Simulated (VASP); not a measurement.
# VASP 6.6.1 run: Ge

INCAR

```
NBANDS = 21
PREC = Accurate
ISIF = 2
SIGMA = 0.02
EDIFF = 1E-7
ENCUT = 520
NELM = 92
LREAL = .FALSE.
LASPH = .TRUE.
LCHARG = .FALSE.
ISMEAR = -1
IBRION = -1
NSW = 0
GGA = 91
LWAVE = .FALSE.
```

KPOINTS

```
KPOINTS created by Atomic Simulation Environment
0
Gamma
8 8 8
0 0 0
```

POSCAR

```
Ge
 1.0000000000000000
     0.0000000000000000    2.8368735120999999    2.9968731782000000
     2.8368735120999999    0.0000000000000000    2.9968731782000000
     2.8368735120999999    2.8368735120999999    0.0000000000000000
 Ge
   2
Cartesian
  0.0000000000000000  0.0000000000000000  0.0000000000000000
  1.4184367560500000  1.4184367560500000  1.4984365891000002
```

The recommended PBE PAW datasets give the neutral cell 28 valence electrons.

Command

```
mpirun -np 1 vasp_std
```

**Question.** Predict the outcome of this run.

**Answer.** It converged. Results: gap between bands v and c on the k mesh -0.20 eV (bands overlap: a metal); least direct gap on the k mesh 0.00 eV; pressure -0.6 GPa. Band v is the last that the valence electrons fill when counted band by band, and c is the next.

OSZICAR

```
N       E                     dE             d eps       ncg     rms          rms(c)
DAV:   1     0.192878890780E+03    0.19288E+03   -0.14626E+04  2773   0.358E+03
DAV:   2     0.198498535035E+02   -0.17303E+03   -0.16761E+03  2493   0.629E+02
DAV:   3    -0.812583825097E+01   -0.27976E+02   -0.27798E+02  2878   0.146E+02
DAV:   4    -0.912099995331E+01   -0.99516E+00   -0.99470E+00  2788   0.319E+01
DAV:   5    -0.913836436571E+01   -0.17364E-01   -0.17364E-01  2868   0.470E+00    0.291E+00
DAV:   6    -0.907975939184E+01    0.58605E-01   -0.22862E-02  2949   0.168E+00    0.171E+00
DAV:   7    -0.904916824068E+01    0.30591E-01   -0.46454E-02  2658   0.210E+00    0.149E-01
DAV:   8    -0.905054918071E+01   -0.13809E-02   -0.59412E-03  2788   0.106E+00    0.427E-02
DAV:   9    -0.905070127220E+01   -0.15209E-03   -0.25668E-04  2816   0.240E-01    0.148E-02
DAV:  10    -0.905072329666E+01   -0.22024E-04   -0.34976E-05  3250   0.493E-02    0.563E-03
DAV:  11    -0.905072530010E+01   -0.20034E-05   -0.56164E-06  3255   0.382E-02    0.145E-03
DAV:  12    -0.905072508925E+01    0.21085E-06   -0.61210E-07  2954   0.154E-02    0.321E-04
DAV:  13    -0.905072505740E+01    0.31852E-07   -0.28132E-08  1996   0.166E-03
   1 F= -.90507251E+01 E0= -.90505759E+01  d E =-.298243E-03
```

For comparison, a separate PBE run of the intended cell, on usual settings and not on those above, gives a gap of -0.19 eV on its mesh and a pressure of -0.6 GPa.
